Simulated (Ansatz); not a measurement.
Write the native input for Ansatz 0.2.0 that does the following.

| Item | Value |
| --- | --- |
| Task | relaxation of cell and atoms |
| Functional | PBEsol |
| Potentials or basis | Ansatz PAW |
| Cutoff | 420 eV (not typed: the program's choice for these potentials) |
| k mesh | 7 × 7 × 7 |
| Occupations | fermi-dirac, width 0.05 eV |
| Spin | no spin polarisation |

Cu3Au (Auricupride):

```xyz
4
Lattice="3.7400 0.0000 0.0000 0.0000 3.7400 0.0000 0.0000 0.0000 3.7400" Properties=species:S:1:pos:R:3 pbc="T T T"
Au    0.0000    0.0000    0.0000
Cu    1.8700    1.8700    0.0000
Cu    1.8700    0.0000    1.8700
Cu    0.0000    1.8700    1.8700
```

The input as run:

input.yaml

```yaml
crystal:
  lattice:
    - [3.74, 0.0, 0.0]
    - [0.0, 3.74, 0.0]
    - [0.0, 0.0, 3.74]
  atoms:
    - { symbol: Au, position: [0.0, 0.0, 0.0] }
    - { symbol: Cu, position: [0.5, 0.5, 0.0] }
    - { symbol: Cu, position: [0.5, 0.0, 0.5] }
    - { symbol: Cu, position: [0.0, 0.5, 0.5] }
hamiltonian:
  xc: pbesol
  pseudopotentials: { kind: paw }
kpoints:
  mp_grid: { grid: [7, 7, 7] }
scf:
  occupations: { method: fermi_dirac, width: 0.05 }
output:
  forces: true
  stress: true
  eigenvalues: true
  write_density: true
  write_potential: true
  elf: true
  volumetric_format: npy
relax:
  f_tol: 0.01
  max_steps: 40
  cell: { stress_tol: 0.05 }
```

Potentials or basis: Ansatz PAW.

Command:

```sh
$ ansatz run input.yaml --threads 2 --pin off --max-ram 5632MiB --backend cpu --events-out ev --progress --plain --runs-dir out
```

It gave:

The relaxed volume is 12.79 Å³/atom. The relaxed cell is a = 3.712 Å, b = 3.712 Å, c = 3.712 Å, α = 90.00°, β = 90.00°, γ = 90.00°. The space group after relaxing (to 0.05 Å) is Pm-3m (No. 221), the energy gained by relaxing is 3.3 meV/atom and the ionic steps are 4. The pressure after relaxing is 0.0 GPa and the band gap on the k mesh is none (metal or under the smearing width).

Caveat: the plane-wave basis is chosen anew once the cell has moved, so the energies of steps on either side of that aren't comparable; the PAW data sets come from PBE, with cores solved anew for the run's functional, which leaves a small shift of forces and pressure.

Run time: 6.1 s on 2 threads of Arm Neoverse V2, with other jobs on the host, peak memory 0.36 GiB.
